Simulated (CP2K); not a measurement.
The system is BaTiO3.

```
Ba Ti O
1.0
     4.00730    0.00000    0.00000
     0.00000    4.00730    0.00000
     0.00000    0.00000    4.00730
Ba Ti O
1 1 3
Direct
  0.50903 0.45529 0.50668
  0.94374 0.06998 0.95431
  0.52053 0.00683 0.05543
  0.01265 0.49197 0.05272
  0.01405 0.97593 0.43085
```

The cell isn't the ideal one: all atoms moved at random.

Base run:

| Quantity | Value |
| --- | --- |
| Program | CP2K 2026.2 |
| Functional | PBEsol |
| Potentials or basis | GTH_POTENTIALS Ba GTH-PBE-q10, Ti GTH-PBE-q12, O GTH-PBE-q6; DZVP-MOLOPT-SR-GTH basis |
| Density cutoff | 8163 eV |
| k mesh | 7 × 7 × 7 |
| Occupations | fermi-dirac, width 0.05 eV |
| Spin | no spin polarisation |

Its results: band gap on the k mesh 2.73 eV, indirect (least direct gap 2.87 eV); pressure 9.0 GPa; largest force 4.419 eV/Å.

Q: The run is repeated on the same cell with these changes: functional from PBEsol to PBE. What comes out?

A: Band gap on the k mesh 2.73 eV, indirect (least direct gap 2.87 eV); pressure 14.5 GPa; largest force 4.448 eV/Å.

PBE binds less tightly than PBEsol, so the same cell stands under more pressure.

Caveats: spin-orbit coupling is left out, which moves the levels of the heavy elements; the basis of atomic orbitals isn't converged, which shifts pressures, moduli and gaps; the potentials were made for another functional, which shifts forces and pressure (some runs); forces of over 1 eV/Å show positions far from the minimum, so gaps and moduli don't describe the material at rest (some runs).
